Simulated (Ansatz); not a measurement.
Rows from a G0W0 calculation on I on the Br site in KBr (32-atom cell) (Ansatz 0.2.0; G0W0 on LDA, plane waves, PAW; PAW set soft_1; 2×2×2 mesh, 1213 empty bands, screening to 90 eV, PAW set soft_1 files), in eV. Spin-orbit coupling is left out.

```tsv
row	Σx	Σc	Vxc	Z
A	-4.48	-2.99	-8.63	0.85
B	-18.21	2.02	-14.96	0.80
C	-18.63	2.22	-15.11	0.80
D	-3.27	-3.03	-7.63	0.85
E	-5.12	-3.20	-9.65	0.84
```

Which rows are filled states and which are empty ones, and how can one tell?

Filled: B and C. Empty: A, D and E. The sign of Σc tells: for a filled state bare exchange, which holds its interaction with itself, lies below Vxc (Σx − Vxc is -3.3 eV or lower here) and screening gives part back as a positive Σc. For an empty state Σx lies above Vxc (+4.2 eV or more) and the Coulomb hole leaves Σc negative.

[Paths, hosts, dates, memory and timing lines, banners, echoed tables and standing remarks are left out of the program output.]

[Logs are printed without paths, hosts, clocks, repeated set-up lines and the standing remarks that a program may print on its own settings, such as how far it seeks lower states.]

[Runs of the session that timed out or met a known fault of the program may be left out.]

[Cells called generated may have been cut or substituted from an entry of the Crystallography Open Database or the Materials Project.]

[Hosts, paths, dates, database ids (printed as entryN), source tags and the programs' standing remarks are cut or masked in the printed files.]
